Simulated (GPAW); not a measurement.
# Ga (I4/mmm) in GPAW: a series of runs

Runs on Ga. Level: PBE. Tasks: single point.

All numbers are computed with GPAW 26.7.0; they aren't measurements. Logs are shortened: lines on timing, memory, paths and dates and some standing lists are left out, and cuts for length are marked. The log counts tension as positive stress, the text compression.

### 1 The crystal as given

Symmetry: I4/mmm, No. 139, tetragonal system. Conventional cell: a = 2.769 Å, b = 2.769 Å, c = 4.622 Å, α = 90.00°, β = 90.00°, γ = 90.00°. Ga (site symmetry 4/mmm) has 12 Ga at 2.77 to 3.03 Å as nearest neighbours.

This isn't the form of Ga at room conditions, which is orthorhombic.

### 2 Single point, PBE

Contents of run.py:

```python
from ase.dft.bandgap import bandgap
from ase.io import read, write
from ase.units import GPa
from gpaw import GPAW, PW

atoms = read('Ga.xyz')

calc = GPAW(mode=PW(500),
            xc='PBE',
            kpts={'size': (11, 11, 11), 'gamma': True},
            occupations={'name': 'fermi-dirac', 'width': 0.05},
            nbands=7,
            maxiter=120,
            txt='gpaw.txt')
atoms.calc = calc
energy = atoms.get_potential_energy()
forces = atoms.get_forces()
stress = atoms.get_stress()
calc.write('gs.gpw')
write('result.traj', atoms)
print(f'Energy: {energy:.6f} eV')
print('Forces (eV/A):')
print(forces.round(4))
print('Stress (GPa):', (stress / GPa).round(3))
print('Fermi level:', round(calc.get_fermi_level(), 4), 'eV')
print(f'Gap: {bandgap(calc)[0]:.4f} eV, direct: {bandgap(calc, direct=True)[0]:.4f} eV')
```

Contents of Ga.xyz:

```xyz
1
Lattice="-1.3843987196 1.3843987196 2.3112238365 1.3843987196 -1.3843987196 2.3112238365 1.3843987196 1.3843987196 -2.3112238365" Properties=species:S:1:pos:R:3 pbc="T T T"
Ga     0.0000000000      0.0000000000      0.0000000000
```

Potentials or basis: GPAW PAW data sets (gpaw-data 1.2.1), pw.

On the command line:

```
$ OMP_NUM_THREADS=1 python run.py
```

gpaw.txt:

```text
__  _  _
 | _ |_)|_||  |
 |__||  | ||/\| - 26.7.0

Input parameters:
  mode=PW(ecut=500.0),
  kpts=MonkhorstPack(size=(11, 11, 11), gamma=True),
  maxiter=120,
  nbands=7,
  occupations=Occupations(name='fermi-dirac', width=0.05),
  xc=XC(name='PBE')

Diagonalizing LCAO Hamiltonian
Converting LCAO to pw mode

       Ga

Atoms  # Å, Bohr magnetons
|   | symbol |        x |        y |        z |    initial magnetic moments |
|---|--------|----------|----------|----------|-----------------------------|
| 0 |     Ga | 0.000000 | 0.000000 | 0.000000 | ( 0.0000,  0.0000,  0.0000) |

Unit cell  # Å
| periodic |         x |         y |         z |  lengths |     angles |
|----------|-----------|-----------|-----------|----------|------------|
|      yes | -1.384399 |  1.384399 |  2.311224 | 3.029006 | 125.606528 |
|      yes |  1.384399 | -1.384399 |  2.311224 | 3.029006 | 125.606528 |
|      yes |  1.384399 |  1.384399 | -2.311224 | 3.029006 |  80.535805 |

Number of symmetries: 16
Symmetry operations  # r_c * U_cc + t_c -> r_c
|    | kind |            matrix            |
|----|------|------------------------------|
|  0 |  σ   |  1, 1, 1,  0, 0,-1,  0,-1, 0 |
|  1 |  C4  |  1, 1, 1,  0, 0,-1, -1, 0, 0 |
|  2 |  E   |  1, 0, 0,  0, 1, 0,  0, 0, 1 |
|  3 |  σ   |  1, 0, 0,  0, 1, 0, -1,-1,-1 |
|  4 |  σ   |  0, 1, 0,  1, 0, 0,  0, 0, 1 |
|  5 |  C2  |  0, 1, 0,  1, 0, 0, -1,-1,-1 |
|  6 |  C2  |  0, 0, 1, -1,-1,-1,  1, 0, 0 |
|  7 |  S4  |  0, 0, 1, -1,-1,-1,  0, 1, 0 |
|  8 |  C4  |  0, 0,-1,  1, 1, 1,  0,-1, 0 |
|  9 |  σ   |  0, 0,-1,  1, 1, 1, -1, 0, 0 |
| 10 |  σ   |  0,-1, 0, -1, 0, 0,  1, 1, 1 |
| 11 |  C2  |  0,-1, 0, -1, 0, 0,  0, 0,-1 |
| 12 |  C2  | -1, 0, 0,  0,-1, 0,  1, 1, 1 |
| 13 |  i   | -1, 0, 0,  0,-1, 0,  0, 0,-1 |
| 14 |  S4  | -1,-1,-1,  0, 0, 1,  1, 0, 0 |
| 15 |  C2  | -1,-1,-1,  0, 0, 1,  0, 1, 0 |

BZ-sampling:
  Number of BZ points: 1331
  Number of IBZ points: 126

  Monkhorst-Pack size: [11, 11, 11]
  Monkhorst-Pack shift: [0, 0, 0]

K-points  # in reciprocal-cell coordinates
|     |                                coordinates |     weight |
|-----|--------------------------------------------|------------|
|   0 | (  0.00000000,   0.00000000,   0.00000000) | 0.00075131 |
|   1 | (  0.09090909,  -0.09090909,   0.00000000) | 0.00300526 |
|   2 | (  0.09090909,  -0.09090909,   0.09090909) | 0.00300526 |
|   3 | (  0.09090909,   0.00000000,   0.00000000) | 0.00601052 |
|   4 | (  0.09090909,   0.09090909,  -0.09090909) | 0.00150263 |
|   5 | (  0.18181818,  -0.18181818,   0.00000000) | 0.00300526 |
|   6 | (  0.18181818,  -0.18181818,   0.09090909) | 0.00601052 |
|   7 | (  0.18181818,  -0.18181818,   0.18181818) | 0.00300526 |
|   8 | (  0.18181818,  -0.09090909,   0.00000000) | 0.01202104 |
|   9 | (  0.18181818,  -0.09090909,   0.09090909) | 0.00601052 |
| ... |                                            |            |
| 125 | (  0.45454545,   0.45454545,   0.45454545) | 0.00601052 |

Plane wave coefficients: 465
Cutoff: 500.0 eV

Spin-components: 1 (collinear spins)
Bands:           7
Projectors:      5
Spin-degeneracy: 2
Datatype:        complex128

Parallelization:
  kpt:    1
  domain: 1
  band:   1

Density:
  Valence electrons: 3.0
  Components: 1
  Grid points: [16 16 16]
  Charge: 0.0  # |e|

Potential:
  Grid points: [16 16 16]

species:
  Ga:
    name:    Gallium
    Z:       31.0
    valence: 3
    core:    28
    charge:  0.0  # [|e|]
    compensation charges:
      type: gauss
      rc: 0.37  # [Å]
      lmax: 2
    cutoffs:
      filter: 2.06  # [Å]
      core: 4.17  # [Å]
    projectors
    | kind |    occ | energy [eV] | rcut [Å] |
    |------|--------|-------------|----------|
    |   4s |  2.000 |      -8.945 |    1.164 |
    |   4p |  1.000 |      -2.580 |    1.164 |
    |    s |        |      18.266 |    1.164 |
    |    p |        |      24.631 |    1.164 |
    |    d |        |       0.000 |    1.164 |

    Using partial waves for Ga as LCAO basis

Reference energy: -52884.671529  # eV

eigensolver:
  PPCG
  Converge bands: occupied
  niter=2

density mixing:
  MSR1-Mixer
  Pratt-step length: 0.05
  Maximum mixing coefficient: 0.75
  Old densities: 10
  SVD Regularization: 0.005
  Good broyden scale: 1.0
  Trust region scale: 1.0
  Backstep threshold: 4.0
  History deletion threshold: 6.0
  Fourier metric: weight=20.0, sigma=0.015

occupation numbers:
  Fermi-Dirac:
    width: 0.0500  # eV

poisson solver:
  ecut: 4000.0  # eV

xc functional:
  name: PBE with 2 nearest neighbor stencil

convergence criteria:
- Maximum [total energy] change in last 3 cyles: 0.0005 eV / valence electron
- Maximum integral of absolute [dens]ity change: 0.0001 electrons / valence electron
- Maximum integral of absolute [eigenst]ate change: 4e-08 eV^2 / valence electron
maximum number of iterations: 120

SCF iterations
|iter     | |      energy | eigst |  dens |
|---------|-|-------------|-------|-------|
|iter:   1| |   -2.893390 | -0.93 |       |
|iter:   2| |   -2.892447 | -3.46 | -1.06 |
|iter:   3| |   -2.883739 | -3.70 | -1.08 |
|iter:   4| |   -2.883055 | -4.53 | -1.63 |
|iter:   5| |   -2.883054c| -6.08 | -2.91 |
|iter:   6| |   -2.883054c| -6.92 | -3.35 |
|iter:   7| |   -2.883054c| -8.09c| -4.73c|

Converged in 7 steps
Energy contributions relative to reference atoms: (reference = -52884.671529)

Energy contributions:
  Kinetic:          10.663329
  Coulomb:          -8.519650
  Zero:              0.008497
  External:          0.000000
  Xc:               -5.033515
  Entropy:          -0.003432
  Spinorbit:         0.000000
  ----------------------------
  Free energy:      -2.884770
  Extrapolated:     -2.883054

dipole moment: (-3.564543, -3.564543, -5.950928)  # |e|*Ang

Fermi level: 6.866
Eigenvalues  # (at kpt = [0.000, 0.000, 0.000])
| band index |      eig [eV] | occ [0-2] |
|------------|---------------|-----------|
|          0 |        -4.680 |     2.000 |
|          1 |        19.598 |     0.000 |
|          2 |        19.929 |     0.000 |
|          3 |        19.929 |     0.000 |
|          4 |        21.709 |     0.000 |
|          5 |        22.740 |     0.000 |
|          6 |        22.746 |     0.000 |

No gap
No difference between direct/indirect transitions

Forces  # eV/Ang
|        x |        y |        z |
|----------|----------|----------|
| -0.00000 | -0.00000 | -0.00000 |  # Ga   0

Stress tensor  # eV/Ang^3
|         x |         y |         z |
|-----------|-----------|-----------|
| -0.031013 |  0.000000 |  0.000000 |
|  0.000000 | -0.031013 |  0.000000 |
|  0.000000 |  0.000000 | -0.017440 |

# Writing to gs.gpw (mode='')
```

Wall time 6.8 s (1 thread of Arm Neoverse V1, shared host); peak memory 0.13 GiB.

Results:

- Free energy: -2.8848 eV
- Pressure: 4.2 GPa
- Band gap on the k mesh: none (metal or under the smearing width)

Levels at points of the mesh, in eV from the Fermi level:
```csv
k point,band 1,band 2,band 3,band 4
"(0.00, 0.00, 0.00)",-11.55,12.73,13.06,13.06
```

Caveat: the cutoff is short for stress and forces, so pressures can be off by a GPa or more.

### 3 Single point, PBE

Changes to run.py since step 2:

```diff
@@ -5,3 +5,3 @@
 
-atoms = read('Ga.xyz')
+atoms = read('POSCAR')
```

Contents of POSCAR:

```
Ga
1.0
   -1.3843987196      1.3843987196      2.3112238365
    1.3843987196     -1.3843987196      2.3112238365
    1.3843987196      1.3843987196     -2.3112238365
Ga
1
Direct
    0.0000000000      0.0000000000      0.0000000000
```

Potentials or basis: GPAW PAW data sets (gpaw-data 1.2.1), pw.

On the command line:

```
$ OMP_NUM_THREADS=1 python run.py
```

It took 7.9 s on 1 thread of Arm Neoverse V1, shared host; peak memory 0.13 GiB.

Results (log left out):

* Free energy: -2.8848 eV
* Pressure: 4.2 GPa
* Band gap on the k mesh: none (metal or under the smearing width)

Stress tensor (GPa, compression positive):
```
4.97 0.00 0.00
0.00 4.97 0.00
0.00 0.00 2.79
```

Levels at points of the mesh, in eV from the Fermi level:
| k point | band 1 | band 2 | band 3 | band 4 |
| --- | --- | --- | --- | --- |
| (0.00, 0.00, 0.00) | -11.55 | 12.73 | 13.06 | 13.06 |

Caveat: the cutoff is short for stress and forces, so pressures can be off by a GPa or more.
